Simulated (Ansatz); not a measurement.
**Mg vacancy in Mg**

These are results of DFT PBE, scalar-relativistic, plane waves, PAW in Ansatz, not measurements. Run with 420 eV cutoff, 3×3×3 k-mesh, Gaussian smearing of 0.10 eV, no spin polarisation.

Host crystal, relaxed:

```xyz
2
Lattice="3.2088 0.0000 0.0000 -1.6044 2.7789 0.0000 0.0000 0.0000 5.1459" Properties=species:S:1:pos:R:3 pbc="T T T"
Mg    0.0000    1.8526    1.2865
Mg    1.6044    0.9263    3.8594
```

Supercell of 36 atoms, rows in host cell vectors: 0 -3 0; -3 0 0; 0 0 -2. Atoms relax at the host's cell, keeping the symmetry that the supercell leaves at the site. The cell is small, so energies carry finite-size errors of tenths of an eV. The host is a metal. Atoms are taken from and returned to the elements' standard states.

Defect: Mg vacancy at (0.333, 0.667, 0.250) of the host cell.

Q: What is the formation energy of the neutral defect?

A: 0.96 eV.

Q: Does the neutral defect carry a moment, and how do its surroundings relax?

A: The neutral run had no spin polarisation, so a moment wasn't tested. The nearest neighbours before are 6 Mg at 3.17 Å, 6 Mg at 3.21 Å; after relaxation the atoms near the site are 6 Mg at 3.15 Å, 6 Mg at 3.20 Å; the largest move is 0.02 Å.

Cost: 2 runs of about 5.2 core-minutes in all, on Intel Xeon Processor @ 2.70GHz (shared hosts).